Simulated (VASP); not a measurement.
# InAs (F-43m) in VASP: further runs

Runs on InAs. Level: PBE. Tasks: relaxation of cell and atoms.

Everything below comes from runs of VASP 6.6.1. Logs are shortened: lines on timing, memory, paths and dates and some standing lists are left out, and cuts for length are marked.

**1. The structure**

It takes space group F-43m (No. 216, cubic). Conventional cell: a = 6.036 Å, b = 6.036 Å, c = 6.036 Å, α = 90.00°, β = 90.00°, γ = 90.00°. In (site symmetry -43m) has 4 As at 2.61 Å as nearest neighbours. As (site symmetry -43m) is surrounded by 4 In at 2.61 Å.

**2. Relaxation of cell and atoms, PBE**

INCAR

```
SYSTEM = InAs
PREC = Accurate
ENCUT = 580
EDIFF = 1E-7
ISMEAR = -1
SIGMA = 0.05
LREAL = .False.
LASPH = .True.
NELM = 80
ALGO = Normal
ISIF = 3
LWAVE = .False.
LCHARG = .False.
GGA = PE
IBRION = 2
NSW = 60
EDIFFG = -0.01
```

KPOINTS

```
Automatic mesh
0
Gamma
  8 8 8
  0 0 0
```

POSCAR

```
InAs
1.0
    0.0000000000      3.0180000000      3.0180000000
    3.0180000000      0.0000000000      3.0180000000
    3.0180000000      3.0180000000      0.0000000000
In As
1 1
Direct
    0.0000000000      0.0000000000      0.0000000000
    0.7500000000      0.7500000000      0.7500000000
```

Potentials or basis: VASP PAW PBE potentials, release 64 (In, As).

The run is started by

```
$ cat potpaw_PBE.64/In/POTCAR potpaw_PBE.64/As/POTCAR > POTCAR
$ mpirun -np 1 vasp_std > vasp.out
```

OUTCAR:

```text
SYSTEM = InAs
   PREC = Accurate
   ENCUT = 580
   EDIFF = 1E-7
   ISMEAR = -1
   LREAL = .False.
   LASPH = .True.
   NELM = 80
   ISIF = 3
   GGA = PE
   IBRION = 2
   NSW = 60
   EDIFFG = -0.01

 ion  position               nearest neighbor table
   1  0.000  0.000  0.000-   2 2.61   2 2.61   2 2.61   2 2.61
   2  0.750  0.750  0.750-   1 2.61   1 2.61   1 2.61   1 2.61

  LATTYP: Found a face centered cubic cell.
 ALAT       =     6.0360000000

  Lattice vectors:

 A1 = (   0.0000000000,   3.0180000000,   3.0180000000)
 A2 = (   3.0180000000,   0.0000000000,   3.0180000000)
 A3 = (   3.0180000000,   3.0180000000,   0.0000000000)

Analysis of symmetry for initial positions (statically):
=====================================================================
 Subroutine PRICEL returns:
 Original cell was already a primitive cell.

 Routine SETGRP: Setting up the symmetry group for a
 face centered cubic supercell.

 Subroutine GETGRP returns: Found 24 space group operations
 (whereof 24 operations were pure point group operations)
 out of a pool of 48 trial point group operations.

The static configuration has the point symmetry T_d .

Analysis of symmetry for dynamics (positions and initial velocities):
=====================================================================
 Subroutine PRICEL returns:
 Original cell was already a primitive cell.

 Routine SETGRP: Setting up the symmetry group for a
 face centered cubic supercell.

 Subroutine GETGRP returns: Found 24 space group operations
 (whereof 24 operations were pure point group operations)
 out of a pool of 48 trial point group operations.

The dynamic configuration has the point symmetry T_d .

 Subroutine INISYM returns: Found 24 space group operations
 (whereof 24 operations are pure point group operations),
 and found     1 'primitive' translations

----------------------------------------------------------------------------------------

                                     Primitive cell

  volume of cell :      54.9778

  direct lattice vectors                    reciprocal lattice vectors
     0.000000000  3.018000000  3.018000000    -0.165672631  0.165672631  0.165672631
     3.018000000  0.000000000  3.018000000     0.165672631 -0.165672631  0.165672631
     3.018000000  3.018000000  0.000000000     0.165672631  0.165672631 -0.165672631

  length of vectors
     4.268096531  4.268096531  4.268096531     0.286953414  0.286953414  0.286953414

  position of ions in fractional coordinates (direct lattice)
     0.000000000  0.000000000  0.000000000
[... 97 lines left out ...]
     AMIX     =   0.40;   BMIX     =  1.00
     AMIX_MAG =   1.60;   BMIX_MAG =  1.00
  volume/ion in A,a.u.               =      27.49       185.50
  Fermi-wavevector in a.u.,A,eV,Ry     =   0.861078  1.627201 10.088101  0.741455
  Thomas-Fermi vector in A             =   1.978678
   LORBIT       =      0    0 simple, 1 ext, 2 COOP (PROOUT), +10 PAW based schemes
   GGA     = PE    functional components
   LHFCALC =     F    Hartree Fock is set to
   AEXX    =    0.0000 exact exchange contribution
   IVDW    =     0    specifies the selected vdW correction
   LEPSILON=     F    determine dielectric tensor
   LRPA    =     F    only Hartree local field effects (RPA)
 conjugate gradient relaxation of ions
 non-spin polarized calculation
  energy-cutoff  :      580.00
  volume of cell :       54.98
 maximum number of plane-waves:      1807
 NGX is ok and might be reduce to    36
   NGX = 17   NGY = 17   NGZ = 17

--------------------------------------- Ionic step        1  -------------------------------------------

 number of electron       8.0000000 magnetization

 Free energy of the ion-electron system (eV)
  ---------------------------------------------------
  ext. energy  EPLUGINS =         0.00000000
  ---------------------------------------------------
  free energy    TOTEN  =        -7.62136091 eV

  energy without entropy =       -7.62080350  energy(sigma->0) =       -7.62108220

------------------------ aborting loop because EDIFF is reached ----------------------------------------

  FORCE on cell =-STRESS in cart. coord.  units (eV):
  Direction    XX          YY          ZZ          XY          YZ          ZX
  --------------------------------------------------------------------------------------
  -------------------------------------------------------------------------------------
  Total        1.7970143      1.7970143      1.7970143     -0.0000000     -0.0000000     -0.0000000
  in kB       52.3690153     52.3690153     52.3690153     -0.0000000     -0.0000000     -0.0000000
  external PRESSURE =      52.3690153 kB  Pullay stress =       0.0000000 kB
[... 59 lines left out ...]
--------------------------------------- Ionic step        3  -------------------------------------------

 number of electron       8.0000000 magnetization

 Free energy of the ion-electron system (eV)
  ---------------------------------------------------
  ext. energy  EPLUGINS =         0.00000000
  ---------------------------------------------------
  free energy    TOTEN  =        -7.69543650 eV

  energy without entropy =       -7.69483535  energy(sigma->0) =       -7.69513593

 E-fermi :   2.6830     XC(G=0):  -8.5336

 val. band max:        2.6285832644   @ k =   0.0000   0.0000   0.0000
 cond. band min:       3.4482625218   @ k =   0.5000   0.0000   0.0000
 fundamental gap:      0.8196792574
 Fermi energy:         2.6829924679

 k-point     1 :       0.0000    0.0000    0.0000
  band No.  band energies     occupation
      1      -8.7291      2.00000
      2       2.0706      1.99999
      3       2.6286      1.49608
      4       2.6286      1.49608
      5       2.6286      1.49608
      6       6.5246      0.00000
      7       6.5246      0.00000
      8       6.5246      0.00000
[... 243 lines left out ...]
 k-point    24 :      -0.3750    0.2500    0.1250
  band No.  band energies     occupation
      1      -7.4282      2.00000
      2      -2.6317      2.00000
      3       0.1698      2.00000
      4       1.1781      2.00000
      5       5.2241      0.00000
      6       6.7122      0.00000
      7       8.2205      0.00000
      8       9.3870      0.00000

 [... further k-points ...]

------------------------ aborting loop because EDIFF is reached ----------------------------------------

  FORCE on cell =-STRESS in cart. coord.  units (eV):
  Direction    XX          YY          ZZ          XY          YZ          ZX
  --------------------------------------------------------------------------------------
  -------------------------------------------------------------------------------------
  Total        0.0052431      0.0052431      0.0052431     -0.0000000      0.0000000     -0.0000000
  in kB        0.1402517      0.1402517      0.1402517     -0.0000000      0.0000000     -0.0000000
  external PRESSURE =       0.1402517 kB  Pullay stress =       0.0000000 kB
[... 17 lines left out ...]
  FREE ENERGIE OF THE ION-ELECTRON SYSTEM (eV)
  ---------------------------------------------------
  free  energy   TOTEN  =        -7.6954364981 eV

  energy  without entropy=       -7.6948353549  energy(sigma->0) =       -7.69513593

 reached required accuracy - stopping structural energy minimisation
```

OSZICAR:

```text
N       E                     dE             d eps       ncg     rms          rms(c)
DAV:   1     0.215302020076E+02    0.21530E+02   -0.32814E+03   464   0.842E+02
DAV:   2    -0.706009593543E+01   -0.28590E+02   -0.27514E+02   664   0.925E+01
DAV:   3    -0.791998172809E+01   -0.85989E+00   -0.85959E+00   528   0.215E+01
[... 27 lines left out ...]
DAV:   4    -0.769546672155E+01    0.47021E-03   -0.99980E-04   488   0.149E-01    0.488E-02
DAV:   5    -0.769543212389E+01    0.34598E-04   -0.14578E-04   512   0.689E-02    0.431E-02
DAV:   6    -0.769543458527E+01   -0.24614E-05   -0.28896E-06   552   0.127E-02    0.294E-02
DAV:   7    -0.769543647414E+01   -0.18889E-05   -0.55792E-06   560   0.130E-02    0.260E-03
DAV:   8    -0.769543649809E+01   -0.23950E-07   -0.24079E-07   672   0.321E-03
   3 F= -.76954365E+01 E0= -.76951359E+01  d E =-.740756E-01
```

CONTCAR:

```text
InAs
   1.00000000000000
    -0.0000000000000000    3.1054242777368288    3.1054242777368288
     3.1054242777368288   -0.0000000000000000    3.1054242777368288
     3.1054242777368288    3.1054242777368288   -0.0000000000000000
  In              As
     1     1
Direct
     0.0000000000000000    0.0000000000000000    0.0000000000000000
     0.7500000000000000    0.7500000000000000    0.7500000000000000

  0.00000000E+00  0.00000000E+00  0.00000000E+00
  0.00000000E+00  0.00000000E+00  0.00000000E+00
```

Run time: 28 s. Hardware: 1 thread of Intel Xeon 6975P-C (Granite Rapids), shared host; peak memory 0.23 GiB.

Results:

```yaml
Free_energy: -7.6954 eV
Relaxed_volume: 29.95 Å³/atom
Relaxed_cell: a = 4.392 Å, b = 4.392 Å, c = 4.392 Å, α = 60.00°, β = 60.00°, γ = 60.00°
Space_group_after_relaxing_to_0.05_Å: F-43m (No. 216)
Energy_gained_by_relaxing: 37.0 meV/atom
Ionic_steps: 3
Pressure_after_relaxing: 0.0 GPa
Band_gap_on_the_k_mesh: none (metal or under the smearing width)
```

Step by step:
```csv
step,energy change (eV),largest force (eV/Å),pressure (GPa),volume (Å³)
1,0.0000,0.0000,5.24,54.98
2,-0.0588,0.0000,-1.85,62.44
3,-0.0741,0.0000,0.01,59.90
```

Final structure:
```
CELL_PARAMETERS angstrom
0.00000 3.10542 3.10542
3.10542 0.00000 3.10542
3.10542 3.10542 0.00000
ATOMIC_POSITIONS crystal
In 0.00000 0.00000 0.00000
As 0.75000 0.75000 0.75000
```

Caveat: this crystal is a semiconductor, whose small gap the functional closes, so the metal is an error of the method. PBE usually gives volumes a little too large and moduli too small.

**3. Relaxation of cell and atoms, PBE**

INCAR

```
SYSTEM = InAs
PREC = Accurate
ENCUT = 600
EDIFF = 1E-7
ISMEAR = -1
SIGMA = 0.05
LREAL = .False.
LASPH = .True.
NELM = 60
ALGO = Normal
ISIF = 3
LWAVE = .False.
LCHARG = .False.
GGA = PE
IBRION = 2
NSW = 40
EDIFFG = -0.005
```

KPOINTS

```
regular mesh
0
Gamma
  8 8 8
  0 0 0
```

POSCAR is that of step 2.

Potentials or basis: VASP PAW PBE potentials, release 64 (In_d, As).

The run is started by

```
$ cat potpaw_PBE.64/In_d/POTCAR potpaw_PBE.64/As/POTCAR > POTCAR
$ mpirun -np 1 vasp_std > vasp.out
```

OUTCAR:

```text
SYSTEM = InAs
   PREC = Accurate
   ENCUT = 600
   EDIFF = 1E-7
   ISMEAR = -1
   LREAL = .False.
   LASPH = .True.
   NELM = 60
   ISIF = 3
   GGA = PE
   IBRION = 2
   NSW = 40
   EDIFFG = -0.005

 ion  position               nearest neighbor table
   1  0.000  0.000  0.000-   2 2.61   2 2.61   2 2.61   2 2.61
   2  0.750  0.750  0.750-   1 2.61   1 2.61   1 2.61   1 2.61

  LATTYP: Found a face centered cubic cell.
 ALAT       =     6.0360000000

  Lattice vectors:

 A1 = (   0.0000000000,   3.0180000000,   3.0180000000)
 A2 = (   3.0180000000,   0.0000000000,   3.0180000000)
 A3 = (   3.0180000000,   3.0180000000,   0.0000000000)

Analysis of symmetry for initial positions (statically):
=====================================================================
 Subroutine PRICEL returns:
 Original cell was already a primitive cell.

 Routine SETGRP: Setting up the symmetry group for a
 face centered cubic supercell.

 Subroutine GETGRP returns: Found 24 space group operations
 (whereof 24 operations were pure point group operations)
 out of a pool of 48 trial point group operations.

The static configuration has the point symmetry T_d .

Analysis of symmetry for dynamics (positions and initial velocities):
=====================================================================
 Subroutine PRICEL returns:
 Original cell was already a primitive cell.

 Routine SETGRP: Setting up the symmetry group for a
 face centered cubic supercell.

 Subroutine GETGRP returns: Found 24 space group operations
 (whereof 24 operations were pure point group operations)
 out of a pool of 48 trial point group operations.

The dynamic configuration has the point symmetry T_d .

 Subroutine INISYM returns: Found 24 space group operations
 (whereof 24 operations are pure point group operations),
 and found     1 'primitive' translations

----------------------------------------------------------------------------------------

                                     Primitive cell

  volume of cell :      54.9778

  direct lattice vectors                    reciprocal lattice vectors
     0.000000000  3.018000000  3.018000000    -0.165672631  0.165672631  0.165672631
     3.018000000  0.000000000  3.018000000     0.165672631 -0.165672631  0.165672631
[... 104 lines left out ...]
     AMIX     =   0.40;   BMIX     =  1.00
     AMIX_MAG =   1.60;   BMIX_MAG =  1.00
  volume/ion in A,a.u.               =      27.49       185.50
  Fermi-wavevector in a.u.,A,eV,Ry     =   1.128331  2.132236 17.321990  1.273130
  Thomas-Fermi vector in A             =   2.265020
   LORBIT       =      0    0 simple, 1 ext, 2 COOP (PROOUT), +10 PAW based schemes
   GGA     = PE    functional components
   LHFCALC =     F    Hartree Fock is set to
   AEXX    =    0.0000 exact exchange contribution
   IVDW    =     0    specifies the selected vdW correction
   LEPSILON=     F    determine dielectric tensor
   LRPA    =     F    only Hartree local field effects (RPA)
 conjugate gradient relaxation of ions
 non-spin polarized calculation
  energy-cutoff  :      600.00
  volume of cell :       54.98
 maximum number of plane-waves:      1856
 NGX is ok and might be reduce to    36
   NGX = 17   NGY = 17   NGZ = 17

--------------------------------------- Ionic step        1  -------------------------------------------

 number of electron      18.0000003 magnetization

 Free energy of the ion-electron system (eV)
  ---------------------------------------------------
  ext. energy  EPLUGINS =         0.00000000
  ---------------------------------------------------
  free energy    TOTEN  =        -7.66167003 eV

  energy without entropy =       -7.66112240  energy(sigma->0) =       -7.66139622

 E-fermi :   4.6125     XC(G=0):  -9.1165

 val. band max:        4.5642102543   @ k =   0.0000   0.0000   0.0000
 cond. band min:       5.5325171862   @ k =   0.5000   0.0000   0.0000
 fundamental gap:      0.9683069318
 Fermi energy:         4.6124540937

 k-point     1 :       0.0000    0.0000    0.0000
  band No.  band energies     occupation
      1      -9.8398      2.00000
      2      -9.8398      2.00000
      3      -9.8398      2.00000
      4      -9.7117      2.00000
      5      -9.7117      2.00000
      6      -7.3326      2.00000
      7       4.3965      1.97371
      8       4.5642      1.44820
      9       4.5642      1.44820
     10       4.5642      1.44819
     11       8.4735      0.00000
     12       8.4735      0.00000
     13       8.4735      0.00000
[... 439 lines left out ...]
--------------------------------------- Ionic step        3  -------------------------------------------

 number of electron      17.9999997 magnetization

 Free energy of the ion-electron system (eV)
  ---------------------------------------------------
  ext. energy  EPLUGINS =         0.00000000
  ---------------------------------------------------
  free energy    TOTEN  =        -7.71625190 eV

  energy without entropy =       -7.71565997  energy(sigma->0) =       -7.71595593

 E-fermi :   3.8859     XC(G=0):  -8.7907

 val. band max:        3.8326237842   @ k =   0.0000   0.0000   0.0000
 cond. band min:       4.6414338006   @ k =   0.5000   0.0000   0.0000
 fundamental gap:      0.8088100164
 Fermi energy:         3.8859198546

 k-point     1 :       0.0000    0.0000    0.0000
  band No.  band energies     occupation
      1     -10.4348      2.00000
      2     -10.4348      2.00000
      3     -10.4348      2.00000
      4     -10.3354      2.00000
      5     -10.3354      2.00000
      6      -7.6026      2.00000
      7       3.2842      1.99999
      8       3.8326      1.48764
      9       3.8326      1.48764
     10       3.8326      1.48764
     11       7.7039      0.00000
     12       7.7039      0.00000
     13       7.7039      0.00000
[... 397 lines left out ...]
  FREE ENERGIE OF THE ION-ELECTRON SYSTEM (eV)
  ---------------------------------------------------
  free  energy   TOTEN  =        -7.7162518961 eV

  energy  without entropy=       -7.7156599670  energy(sigma->0) =       -7.71595593

 reached required accuracy - stopping structural energy minimisation
```

CONTCAR:

```text
InAs
   1.00000000000000
    -0.0000000000000000    3.0943669940632925    3.0943669940632925
     3.0943669940632925    0.0000000000000000    3.0943669940632925
     3.0943669940632925    3.0943669940632925   -0.0000000000000000
  In              As
     1     1
Direct
     0.0000000000000000    0.0000000000000000    0.0000000000000000
     0.7500000000000000    0.7500000000000000    0.7500000000000000

  0.00000000E+00  0.00000000E+00  0.00000000E+00
  0.00000000E+00  0.00000000E+00  0.00000000E+00
```

It took 44 s on 1 thread of Intel Xeon 6975P-C (Granite Rapids), shared host; peak memory 0.22 GiB.

Results:

```
Free energy                            : -7.7163 eV
Relaxed volume                         : 29.63 Å³/atom
Relaxed cell                           : a = 4.376 Å, b = 4.376 Å, c = 4.376 Å, α = 60.00°, β = 60.00°, γ = 60.00°
Space group after relaxing (to 0.05 Å) : F-43m (No. 216)
Energy gained by relaxing              : 27.3 meV/atom
Ionic steps                            : 3
Pressure after relaxing                : 0.0 GPa
Band gap on the k mesh                 : none (metal or under the smearing width)
```

The path:
| step | energy change (eV) | largest force (eV/Å) | pressure (GPa) | volume (Å³) |
| --- | --- | --- | --- | --- |
| 1 | 0.0000 | 0.0000 | 4.39 | 54.98 |
| 2 | -0.0457 | 0.0000 | -1.43 | 61.18 |
| 3 | -0.0546 | 0.0000 | 0.01 | 59.26 |

Final structure:
```
In As
1.0
     0.00000    3.09437    3.09437
     3.09437    0.00000    3.09437
     3.09437    3.09437    0.00000
In As
1 1
Direct
  0.00000 0.00000 0.00000
  0.75000 0.75000 0.75000
```

Caveat: this crystal is a semiconductor, whose small gap the functional closes, so the metal is an error of the method.

(Part 1 of 2 ends here.)
